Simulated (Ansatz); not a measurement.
Task: a comparison of functionals at one structure of CoO, space group R3m, with Ansatz's Python interface. Give the script and its output. Settings (first run): LDA, PAW, cutoff 550 eV, 8×8×8 k-points, Methfessel-Paxton smearing of 0.1 eV, collinear spin. The script varies functional: lda, pbesol, blyp.

```yaml
crystal:
  lattice:
    - [1.60222, 0.92504, 5.13294]
    - [-1.60222, 0.92504, 5.13294]
    - [0.00000, -1.85008, 5.13294]
  atoms:
    - { symbol: Co, position: [0.99949, 0.99949, 0.99949] }
    - { symbol: Co, position: [0.49949, 0.49949, 0.49949] }
    - { symbol: O, position: [0.37550, 0.37550, 0.37550] }
    - { symbol: O, position: [0.87553, 0.87553, 0.87553] }
```

The script, `xc_coo.py`:
```python
"""Functional comparison for CoO (totals differ with the potentials too)."""

import ansatz

lattice = ansatz.Lattice.of(
    (1.60222, 0.925042, 5.132942),
    (-1.60222, 0.925042, 5.132942),
    (0.0, -1.850084, 5.132942),
)
sites = [
    ("Co", (0.999488, 0.999488, 0.999488)),
    ("Co", (0.499491, 0.499491, 0.499491)),
    ("O", (0.375496, 0.375496, 0.375496)),
    ("O", (0.875525, 0.875525, 0.875525)),
]
crystal = ansatz.Crystal(lattice=lattice)
for symbol, position in sites:
    crystal = crystal.atom(symbol, position)
crystal = crystal.moments(Co=1.8)

calc = (
    crystal.calculation()
    .kpoints(8, 8, 8)
    .basis(550)  # plane waves up to this kinetic energy
    .occupations("Methfessel-Paxton")
    .spin(ansatz.SpinTreatment.COLLINEAR)
    .forces()
    .stress()
)

rows = []
for value in ["lda", "pbesol", "blyp"]:
    r = calc.functional(value).run(threads=1, backend="cpu").report
    rows.append((value, r["free_energy_ev"] / len(r["lattice"]["sites"]), r["n_iterations"], sum(r["stress_gpa"][i][i] for i in range(3)) / 3, max(abs(f) for row in r["forces_ev_ang"] for f in row), r["magnetization_mub"], r["n_kpoints"]))

print("  functional   F/atom (eV)    iterations       P (GPa)  max component (eV/A)  moment (muB)      k-points")
for row in rows:
    print(f"{str(row[0]):>12s}  {row[1]:12.5f}  {row[2]:12d}  {row[3]:12.3f}  {row[4]:20.4f}  {row[5]:12.3f}  {row[6]:12d}")
```

`python xc_coo.py` gives:
```text
RunWarning: the starting moments were not kept: 1 of 2 ended reversed and 1 kept their direction, counting a site from 0.1 μB. The largest reversed, site 1 (counted from 0, in the order of the [...]
  functional   F/atom (eV)    iterations       P (GPa)  max component (eV/A)  moment (muB)      k-points
         lda   -2808.32087            26       -18.172                0.0594        -0.000            65
      pbesol   -2826.29817            26        -9.681                0.1282        -0.000            65
        blyp   -2851.46198            24         5.230                0.1468        -0.000            65
```
(Warnings from the package without file and line, shortened, repeats left out.)

From lowest to highest: LDA (-18.2 GPa), PBEsol (-9.7 GPa) and BLYP (5.2 GPa). At a fixed cell a lower pressure usually means a smaller equilibrium volume, so LDA prefers the smallest cell and BLYP the largest.

What to keep in mind:
- The SCF didn't keep the moments it started from (some shrank, vanished or turned); what is printed is the state reached.
- BLYP can be off by several per cent in the lattices of metals, and by several GPa in the pressure at a fixed cell.
- The overall sign of a collinear moment is arbitrary, and semilocal functionals can give small moments to compounds that are paramagnetic.
- Pressure is positive in compression.
- Without a Hubbard U or exact exchange, semilocal functionals often make such 3d compounds metallic or too weakly gapped.
- The structure comes from a database of computed cells and needn't be a stable or known phase.
- Total energies of different functionals can't be compared; pressures, moments and gaps at this one structure can.
- Hardware and time: 3.2 min on 1 thread of Arm Neoverse V1, with other jobs on the host, peak memory 0.62 GiB.

(Lines on the test bed's own set-up are left out of the output.)
